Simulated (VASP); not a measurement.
**InSb in VASP: one cell, several levels of theory**

InSb (CsCl type) is computed at one geometry. Runs: PBE, r2SCAN, LDA, PBEsol, PBE+SOC. This is a trial cell built on a prototype, not taken from a measured structure, and it needn't be the compound's ground state.

Code: VASP 6.6.1. PAW datasets, plane waves. No spin polarisation. The prototype was imposed, so other structures may be more stable.

## (1) The structure to begin with

The cell comes from an earlier relaxation with r2SCAN in another program.

The symmetry is Pm-3m (No. 221, cubic); a = 3.769 Å in the conventional setting, 26.77 Å³ an atom. Around In lie 8 Sb at 3.26 Å; around Sb lie 8 In at 3.26 Å.

Coordinates:

Space group Pm-3m (No. 221). a = 3.769 Å, b = 3.769 Å, c = 3.769 Å, α = 90.00°, β = 90.00°, γ = 90.00°
```
atom  site  symmetry       x       y       z
  In    1a      m-3m  0.0000  0.0000  0.0000
  Sb    1b      m-3m  0.5000  0.5000  0.5000
```

## (2) PBE

Input file INCAR:

```
ENCUT = 520.000000
SIGMA = 0.020000
EDIFF = 1.00e-07
GGA = PE
PREC = Accurate
IBRION = -1
ISIF = 2
ISMEAR = -1
NBANDS = 16
NELM = 120
NSW = 0
LASPH = .TRUE.
LCHARG = .FALSE.
LWAVE = .FALSE.
LREAL = .FALSE.
```

Input file KPOINTS:

```
KPOINTS created by Atomic Simulation Environment
0
Gamma
8 8 8
0 0 0
```

Input file KPOINTS_OPT:

```
special points
5
Reciprocal
0.0000000000 0.0000000000 0.0000000000 1
0.0000000000 0.5000000000 0.0000000000 1
0.5000000000 0.5000000000 0.0000000000 1
0.5000000000 0.5000000000 0.5000000000 1
0.1000000000 0.5000000000 0.0000000000 1
```

Input file POSCAR:

```
In Sb
 1.0000000000000000
     3.7689761793755929    0.0000000000000000    0.0000000000000000
     0.0000000000000000    3.7689761793755929    0.0000000000000000
     0.0000000000000000    0.0000000000000000    3.7689761793755929
 In  Sb
   1   1
Cartesian
  0.0000000000000000  0.0000000000000000  0.0000000000000000
  1.8844880896877965  1.8844880896877965  1.8844880896877965
```

Potentials: the recommended PBE PAW datasets, 18 valence electrons in the neutral cell.

The run is started by

```console
mpirun -np 1 vasp_std
```

## (3) Single point with r2SCAN

Input file INCAR:

```
ENCUT = 520.000000
SIGMA = 0.020000
EDIFF = 1.00e-07
ALGO = Normal
METAGGA = R2SCAN
PREC = Accurate
IBRION = -1
ISIF = 2
ISMEAR = -1
NBANDS = 16
NELM = 120
NSW = 0
LASPH = .TRUE.
LCHARG = .TRUE.
LELF = .TRUE.
LWAVE = .FALSE.
LREAL = .FALSE.
```

KPOINTS is that of step 2.

KPOINTS_OPT is that of step 2.

POSCAR is that of step 2.

## (4) LDA at this geometry

Input file INCAR:

```
ENCUT = 520.000000
SIGMA = 0.020000
EDIFF = 1.00e-07
GGA = CA
PREC = Accurate
IBRION = -1
ISIF = 2
ISMEAR = -1
NBANDS = 16
NELM = 120
NSW = 0
LASPH = .TRUE.
LCHARG = .FALSE.
LWAVE = .FALSE.
LREAL = .FALSE.
```

KPOINTS is that of step 3.

KPOINTS_OPT is that of step 3.

POSCAR is that of step 3.

The run uses the recommended LDA PAW datasets (18 valence electrons a neutral cell).

## (5) PBEsol at this geometry

Edit INCAR of step 4 so:

```diff
@@ -3,3 +3,3 @@
 EDIFF = 1.00e-07
-GGA = CA
+GGA = PS
 PREC = Accurate
```

KPOINTS is that of step 4.

KPOINTS_OPT is that of step 4.

POSCAR is that of step 4.

The run uses the recommended PBE PAW datasets (18 valence electrons a neutral cell).

## (6) PBE+SOC

Input file INCAR:

```
ENCUT = 520.000000
SIGMA = 0.020000
EDIFF = 1.00e-07
GGA = PE
PREC = Accurate
IBRION = -1
ISIF = 2
ISMEAR = -1
NBANDS = 29
NELM = 120
NSW = 0
LASPH = .TRUE.
LCHARG = .FALSE.
LWAVE = .FALSE.
LSORBIT = .TRUE.
GGA_COMPAT = .FALSE.
LREAL = .FALSE.
MAGMOM = 0.0 0.0 0.0 0.0 0.0 0.0
```

KPOINTS is that of step 5.

KPOINTS_OPT is that of step 5.

POSCAR is that of step 5.

What does the calculation give? Wanted: for each run, gap; pressure.

**Answer**, as computed:

```
  level  gap (eV)  pressure (GPa)
    PBE     -3.47            1.18
 r2SCAN     -3.62            0.40
    LDA     -3.42           -3.11
 PBEsol     -3.48           -1.79
PBE+SOC     -3.52            1.30
```

A negative gap is an overlap of bands.

No gap over 0.02 eV opens at any of these levels. The PBE bands overlap with and without spin-orbit coupling. Leaving spin-orbit runs aside: At this one volume the pressure spans -3.1 GPa (LDA) to 1.2 GPa (PBE): PBE wants the largest cell and LDA the smallest.
